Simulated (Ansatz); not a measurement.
Rocksalt CaO, relaxed with r2SCAN in Ansatz. The symmetry is Fm-3m (No. 225, cubic); conventional cell a = 4.795 Å, 13.78 Å³ an atom. Ca is surrounded by 6 O at 2.40 Å; O is surrounded by 6 Ca at 2.40 Å.

The axes x, y and z are those of this cell:
```xyz
2
Lattice="0.0000 2.3976 2.3976 2.3976 0.0000 2.3976 2.3976 2.3976 0.0000" Properties=species:S:1:pos:R:3 pbc="T T T"
Ca    0.0000    0.0000    0.0000
O     2.3976    2.3976    2.3976
```

Unstrained: The PBE gap is indirect, 3.653 eV (Γ to X), below the direct gap of 4.025 eV at X. The r2SCAN gap is indirect, 4.199 eV (Γ to X), below the direct gap of 4.574 eV at X. The HSE06 gap is indirect, 5.312 eV (Γ to X), below the direct gap of 5.733 eV at X. Meshes: PBE 10×10×10, r2SCAN 10×10×10, HSE06 6×6×6. Strains are changes of length per length. After each strain the atoms were relaxed again with r2SCAN within the symmetry that the strain leaves, so tilts or polar shifts that break it weren't tested; points keep the names that they have in the unstrained zone. No spin polarisation and no zero-point or thermal motion.

(1) Apply isotropic +4.0 % on every length. How far does the gap move, against the unstrained cell?

(2) Estimate what isotropic +3.0 % on every length does to the gap.

(3) Estimate what isotropic +2.0 % on every length does to the gap.

(4) Estimate what isotropic -3.0 % on every length does to the gap.

(5) Apply isotropic -1.0 % on every length. How far does the gap move, against the unstrained cell?

(6) Estimate what isotropic -2.0 % on every length does to the gap.

(7) Estimate what isotropic +1.0 % on every length does to the gap.

(8) Estimate what isotropic -4.0 % on every length does to the gap.

Answers

(1) PBE: the gap goes from 3.653 to 3.653 eV (0.000 eV). r2SCAN: the gap goes from 4.199 to 4.193 eV (-0.006 eV). HSE06: the gap goes from 5.312 to 5.282 eV (-0.030 eV). The r2SCAN energy rises by 63.7 meV an atom.

(2) PBE: the gap goes from 3.653 to 3.659 eV (+0.006 eV). r2SCAN: the gap goes from 4.199 to 4.200 eV (+0.001 eV). HSE06: the gap goes from 5.312 to 5.296 eV (-0.016 eV). The r2SCAN energy rises by 37.0 meV an atom.

(3) PBE: the gap goes from 3.653 to 3.660 eV (+0.007 eV). r2SCAN: the gap goes from 4.199 to 4.204 eV (+0.005 eV). HSE06: the gap goes from 5.312 to 5.305 eV (-0.007 eV). The r2SCAN energy rises by 17.0 meV an atom.

(4) PBE: the gap goes from 3.653 to 3.606 eV (-0.047 eV). r2SCAN: the gap goes from 4.199 to 4.155 eV (-0.044 eV). HSE06: the gap goes from 5.312 to 5.284 eV (-0.028 eV). The r2SCAN energy rises by 44.9 meV an atom.

(5) PBE: the gap goes from 3.653 to 3.643 eV (-0.010 eV). r2SCAN: the gap goes from 4.199 to 4.190 eV (-0.009 eV). HSE06: the gap goes from 5.312 to 5.308 eV (-0.004 eV). The r2SCAN energy rises by 4.6 meV an atom.

(6) PBE: the gap goes from 3.653 to 3.627 eV (-0.026 eV). r2SCAN: the gap goes from 4.199 to 4.175 eV (-0.024 eV). HSE06: the gap goes from 5.312 to 5.299 eV (-0.013 eV). The r2SCAN energy rises by 19.3 meV an atom.

(7) PBE: the gap goes from 3.653 to 3.659 eV (+0.006 eV). r2SCAN: the gap goes from 4.199 to 4.204 eV (+0.005 eV). HSE06: the gap goes from 5.312 to 5.311 eV (-0.001 eV). The r2SCAN energy rises by 4.4 meV an atom.

(8) PBE: the gap goes from 3.653 to 3.579 eV (-0.074 eV). r2SCAN: the gap goes from 4.199 to 4.130 eV (-0.069 eV). HSE06: the gap goes from 5.312 to 5.263 eV (-0.049 eV). The r2SCAN energy rises by 82.8 meV an atom.

The meshes of the hybrids are coarse, so their gaps aren't converged to the digits shown.
